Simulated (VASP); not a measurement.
# O (Fmmm) in VASP: further runs

Aim: see how the results for O move with the level of theory and the settings. Levels: RPBE+D4, AM05+D4. Tasks: equation of state, band structure.

Program: VASP 6.6.1. These are calculated values, not measurements. Logs are shortened: lines on timing, memory, paths and dates and some standing lists are left out, and cuts for length are marked.

## Step 1: The undisturbed crystal

Symmetry: Fmmm, No. 69, orthorhombic system. Conventional cell: a = 3.004 Å, b = 3.780 Å, c = 7.798 Å, α = 90.00°, β = 90.00°, γ = 90.00°. Around O (site symmetry mm2) lie 1 O at 1.23 Å.

## Step 2: Equation of state, RPBE+D4 (cell strained at random at fixed volume)

run.py reads:

```python
from ase.calculators.vasp import Vasp
from ase.eos import EquationOfState
from ase.io import Trajectory
from ase.io import read
from ase.units import GPa

atoms = read('POSCAR')
calc = Vasp(
    directory='calc',
    xc='rpbe',
    pp='PBE',
    setups='recommended',
    prec='Medium',
    encut=520,
    ediff=1e-06,
    ismear=0,
    sigma=0.02,
    lreal=False,
    lasph=True,
    nelm=60,
    algo='Normal',
    isif=2,
    lwave=False,
    lcharg=False,
    ivdw=13,
    nelmdl=0,
    kpts=[12, 12, 12],
    gamma=True,
)
atoms.calc = calc
cell = atoms.cell.copy()
volumes, energies = [], []
traj = Trajectory('eos.traj', 'w')
for x in [0.94, 0.96, 0.98, 1.0, 1.02, 1.04, 1.06]:
    atoms.set_cell(cell * x ** (1 / 3), scale_atoms=True)
    volumes.append(atoms.get_volume())
    energies.append(atoms.get_potential_energy())
    traj.write(atoms)
    print(f'{x:5.2f} {volumes[-1]:12.5f} {energies[-1]:14.6f}')

v0, e0, B = EquationOfState(volumes, energies, eos='birchmurnaghan').fit()
print(f'V0 = {v0:.4f} A^3, E0 = {e0:.6f} eV, B = {B / GPa:.2f} GPa')
```

POSCAR reads:

```
O
1.0
   -0.0306650000      1.9970060000      3.8623410000
    1.4652820000      0.0640700000      3.8194720000
    1.4945490000      1.9318250000      0.0197840000
O
2
Direct
    0.5789020000      0.5789020000      0.4210980000
    0.4210980000      0.4210980000      0.5789020000
```

Potentials or basis: VASP PAW PBE potentials, release 64 (O).

On the command line:

```
$ python run.py
```

The log of the run:

```text
0.94     20.80331      -9.325338
 0.96     21.24594      -9.363555
 0.98     21.68856      -9.392809
 1.00     22.13118      -9.414001
 1.02     22.57381      -9.427788
 1.04     23.01643      -9.435014
 1.06     23.45905      -9.436431
V0 = 23.3440 A^3, E0 = -9.436594 eV, B = 104.45 GPa
```

OUTCAR:

```text
ENCUT = 520.000000
   EDIFF = 1.00e-06
   GGA = RP
   PREC = Medium
   ISIF = 2
   ISMEAR = 0
   NELM = 60
   NELMDL = 0
   IVDW = 13
   LASPH = .TRUE.
   LREAL = .FALSE.

 ion  position               nearest neighbor table
   1  0.579  0.579  0.421-   2 1.23
   2  0.421  0.421  0.579-   1 1.23

  Warning from LATTYP: Got some problem with cell dimensions!
  Tried to take original basis but could not verify dimensions!
  LATTYP: Found a triclinic cell.
 ALAT       =     2.4904480878
 B/A-ratio  =     1.2243736942
 C/A-ratio  =     1.7334508564
 COS(alpha) =     0.0136756064
 COS(beta)  =     0.3458532665
 COS(gamma) =     0.6115077707

  Lattice vectors:

 A1 = (   1.5238613241,   1.9697135407,   0.0201720201)
 A2 = (   3.0491480670,  -0.0011327898,  -0.0235377620)
 A3 = (   0.0298410085,   1.9043869471,  -3.8742106060)

Analysis of symmetry for initial positions (statically):
=====================================================================
 Subroutine PRICEL returns:
 Original cell was already a primitive cell.

 Routine SETGRP: Setting up the symmetry group for a
 triclinic supercell.

 Subroutine GETGRP returns: Found  2 space group operations
 (whereof  2 operations were pure point group operations)
 out of a pool of  2 trial point group operations.

The static configuration has the point symmetry S_2 .

Analysis of symmetry for dynamics (positions and initial velocities):
=====================================================================
 Subroutine PRICEL returns:
 Original cell was already a primitive cell.

 Routine SETGRP: Setting up the symmetry group for a
 triclinic supercell.

 Subroutine GETGRP returns: Found  2 space group operations
[... 139 lines left out ...]
   NGX = 17   NGY = 15   NGZ =  9

 number of electron      11.9999906 magnetization

 Free energy of the ion-electron system (eV)
  ---------------------------------------------------
  ext. energy  EPLUGINS =         0.00000000
  ---------------------------------------------------
  free energy    TOTEN  =        -9.06750257 eV

  energy without entropy =       -9.06709953  energy(sigma->0) =       -9.06730105

 E-fermi :   0.2142     XC(G=0):  -8.8439

 val. band max:        0.2140658018   @ k =   0.5000   0.2500   0.1667
 cond. band min:       0.2146305312   @ k =   0.2500   0.0833   0.2500
 fundamental gap:      0.0005647294
 Fermi energy:         0.2142279081

 k-point     1 :       0.0000    0.0000    0.0000
  band No.  band energies     occupation
      1     -26.6597      2.00000
      2     -14.4484      2.00000
      3      -8.1025      2.00000
      4      -5.0168      2.00000
      5      -4.5731      2.00000
      6       1.1658      0.00000
      7       1.5553      0.00000
      8      10.1494      0.00000
      9      10.3615      0.00000
     10      13.2533      0.00000
[... 287 lines left out ...]
 k-point    24 :       0.3333    0.1667   -0.0000
  band No.  band energies     occupation
      1     -26.4985      2.00000
      2     -14.4936      2.00000
      3      -7.5157      2.00000
      4      -5.6999      2.00000
      5      -4.7446      2.00000
      6       0.6363      0.00000
      7       1.4603      0.00000
      8       8.3467      0.00000
      9      12.0173      0.00000
     10      13.9340      0.00000

 [... further k-points ...]

------------------------ aborting loop because EDIFF is reached ----------------------------------------

  DFT-D4 for vdW energy calculation

  Edisp (eV):   -0.36913

  FORCE on cell =-STRESS in cart. coord.  units (eV):
  Direction    XX          YY          ZZ          XY          YZ          ZX
  --------------------------------------------------------------------------------------
  -------------------------------------------------------------------------------------
  Total      -0.07413    -0.50091     0.18001     0.00076    -0.32581     0.11068
  in kB      -5.06275   -34.21052    12.29417     0.05177   -22.25168     7.55880
  external pressure =       -8.99 kB  Pullay stress =        0.00 kB

 VOLUME and BASIS-vectors are now :
 -----------------------------------------------------------------------------
  energy-cutoff  :      520.00
  volume of cell :       23.46
      direct lattice vectors                 reciprocal lattice vectors
    -0.031266427  2.036172924  3.938092408    -0.326931355  0.251687965  0.121200255
     1.494020316  0.065326594  3.894382626     0.328906703 -0.255838847  0.134891672
     1.523861324  1.969713541  0.020172020     0.327053861  0.255992991 -0.129763382

 POSITION                                       TOTAL-FORCE (eV/Angst)
 -----------------------------------------------------------------------------------
      1.48849      2.04600      4.54273         0.079723     -0.252917      0.015453
      1.49813      2.02521      3.30992        -0.079723      0.252917     -0.015453
 -----------------------------------------------------------------------------------
    total drift:                                0.000000      0.000000      0.000000

  FREE ENERGIE OF THE ION-ELECTRON SYSTEM (eV)
  ---------------------------------------------------
  free  energy   TOTEN  =        -9.4366327125 eV

  energy  without entropy=       -9.4362296681  energy(sigma->0) =       -9.43643119
```

INCAR:

```text
ENCUT = 520.000000
SIGMA = 0.020000
EDIFF = 1.00e-06
ALGO = Normal
GGA = RP
PREC = Medium
ISIF = 2
ISMEAR = 0
NELM = 60
NELMDL = 0
IVDW = 13
LASPH = .TRUE.
LCHARG = .FALSE.
LWAVE = .FALSE.
LREAL = .FALSE.
```

It took 4 min on 1 thread of Intel Xeon 6975P-C (Granite Rapids), shared host; peak memory 0.25 GiB.

These settings aren't checked as converged (typed here: ISMEAR = 0; SIGMA = 0.02; NELMDL = 0; PREC = Medium): the numbers below hold their error.

What came out:

```
Equilibrium volume                        : 11.67 Å³/atom (rough: see the caveat)
Bulk modulus at fixed shape and positions : 104 GPa (rough)
```

Caveat: the standard files for N, O and F lose accuracy on very short bonds; spin is off for a triplet molecule; the cell was scaled at fixed shape and fractional positions, which overstates the stiffness of a crystal with free parameters, most of all of layers and chains; the PAW data sets were made with another functional, which shifts forces and pressure a little; the fit is rough or its minimum lies at the end of the range.

## Step 3: Band structure, AM05+D4 (volume scaled by 0.88)

INCAR reads:

```
SYSTEM = O
ALGO     = Normal         ! electronic algorithm
EDIFF    = 1E-7           ! SCF threshold, eV
ENCUT    = 520            ! plane-wave cutoff, eV
GGA      = AM             ! functional
ISIF     = 2              ! what is computed and relaxed
ISMEAR   = 0              ! smearing method
IVDW     = 13             ! dispersion correction
LASPH    = .True.         ! aspherical terms in the spheres
LCHARG   = .False.        ! write CHGCAR
LREAL    = .False.        ! projectors in reciprocal space
LWAVE    = .False.        ! write WAVECAR
NELM     = 80             ! most SCF steps
PREC     = Accurate       ! precision mode
SIGMA    = 0.01           ! smearing width, eV
```

KPOINTS reads:

```
k-points
0
Gamma
  12 12 12
  0 0 0
```

POSCAR reads:

```
O
1.0
    0.0000000000      1.8110465033      3.7361930043
    1.4391249946      0.0000000000      3.7361930043
    1.4391249946      1.8110465033      0.0000000000
O
2
Direct
    0.5789020000      0.5789020000      0.4210980000
    0.4210980000      0.4210980000      0.5789020000
```

KPOINTS_OPT reads:

```
path GYTZGXA1Y,TX1,XAZ,LG
20
line-mode
reciprocal
 0.0000000000  0.0000000000  0.0000000000  G
 0.5000000000  0.0000000000  0.5000000000  Y

 0.5000000000  0.0000000000  0.5000000000  Y
 1.0000000000  0.5000000000  0.5000000000  T

 1.0000000000  0.5000000000  0.5000000000  T
 0.5000000000  0.5000000000  0.0000000000  Z

 0.5000000000  0.5000000000  0.0000000000  Z
 0.0000000000  0.0000000000  0.0000000000  G

 0.0000000000  0.0000000000  0.0000000000  G
 0.0000000000  0.4449539306  0.4449539306  X

 0.0000000000  0.4449539306  0.4449539306  X
 0.5000000000  0.1292297591  0.6292297591  A1

 0.5000000000  0.1292297591  0.6292297591  A1
 0.5000000000  0.0000000000  0.5000000000  Y

 1.0000000000  0.5000000000  0.5000000000  T
 1.0000000000  0.5550460694  0.5550460694  X1

 0.0000000000  0.4449539306  0.4449539306  X
 0.5000000000  0.8707702409  0.3707702409  A

 0.5000000000  0.8707702409  0.3707702409  A
 0.5000000000  0.5000000000  0.0000000000  Z

 0.5000000000  0.5000000000  0.5000000000  L
 0.0000000000  0.0000000000  0.0000000000  G
```

Potentials or basis: VASP PAW PBE potentials, release 64 (O).

On the command line:

```
$ cat potpaw_PBE.64/O/POTCAR > POTCAR
$ mpirun -np 1 vasp_std > vasp.out
```

Run time: 31 s. Hardware: 1 thread of Intel Xeon 6975P-C (Granite Rapids), shared host; peak memory 0.2 GiB.

Results (log left out):

```
Free energy                : -9.9673 eV
Pressure                   : 15.3 GPa
Largest force              : 3.644 eV/Å
Band gap along the path    : none (metal or under the smearing width)
Dispersion energy per atom : -0.050 eV
```

Forces on the atoms (eV/Å):
```
O    0.000  0.000  3.644
O    0.000  0.000 -3.644
```

Stress tensor (GPa, compression positive):
```
 5.23  0.00  0.00
 0.00  2.59  0.00
 0.00  0.00 38.02
```

Levels at the corners of the path, in eV from the Fermi level:
```tsv
point	band 4	band 5	band 6	band 7	band 8	band 9	band 10
Γ	-5.71	-5.15	1.41	1.91	11.00	11.64	12.66
Y	-8.15	-6.93	-1.61	-0.66	11.58	12.06	15.82
Y	-8.15	-6.93	-1.61	-0.66	11.58	12.06	15.82
T	-8.26	-6.46	-2.17	-0.31	11.12	11.44	18.23
T	-8.26	-6.46	-2.17	-0.31	11.12	11.44	18.24
Z	-5.77	-5.18	1.57	1.99	7.05	11.16	14.97
Z	-5.77	-5.18	1.57	1.99	7.05	11.16	14.97
Γ	-5.71	-5.15	1.41	1.91	11.00	11.64	12.66
Γ	-5.71	-5.15	1.41	1.91	11.00	11.64	12.66
X	-8.39	-6.49	-2.06	-0.40	11.17	11.86	18.36
X	-8.39	-6.49	-2.06	-0.40	11.17	11.86	18.36
A1	-8.57	-6.91	-1.10	-0.89	11.37	13.67	16.80
A1	-8.57	-6.91	-1.10	-0.89	11.37	13.67	16.80
Y	-8.15	-6.93	-1.61	-0.66	11.58	12.06	15.82
T	-8.26	-6.46	-2.17	-0.31	11.12	11.44	18.22
X1	-8.39	-6.49	-2.06	-0.40	11.17	11.86	18.36
X	-8.39	-6.49	-2.06	-0.40	11.17	11.86	18.36
A	-8.57	-6.91	-1.10	-0.89	11.37	13.67	16.80
A	-8.57	-6.91	-1.10	-0.89	11.37	13.67	16.80
Z	-5.77	-5.18	1.57	1.99	7.05	11.16	14.97
L	-7.52	-5.29	-2.30	1.85	10.38	15.89	16.02
Γ	-5.71	-5.15	1.41	1.91	11.00	11.64	12.66
```

Caveat: the standard files for N, O and F lose accuracy on very short bonds; spin is off for a triplet molecule; the PAW data sets were made with another functional, which shifts forces and pressure a little; pairwise dispersion overbinds metals, which lowers pressure and volume.

## Step 4: The reference run

An earlier run on the cell as given: functional PBE; potentials or basis VASP PAW PBE potentials, release 64 (O); cutoff 520 eV; k mesh 12 × 12 × 12; occupations fermi-dirac, width 0.05 eV; no spin polarisation.

* Pressure: 0.8 GPa
* Largest force: 0.121 eV/Å
* Band gap on the k mesh: none (metal or under the smearing width)
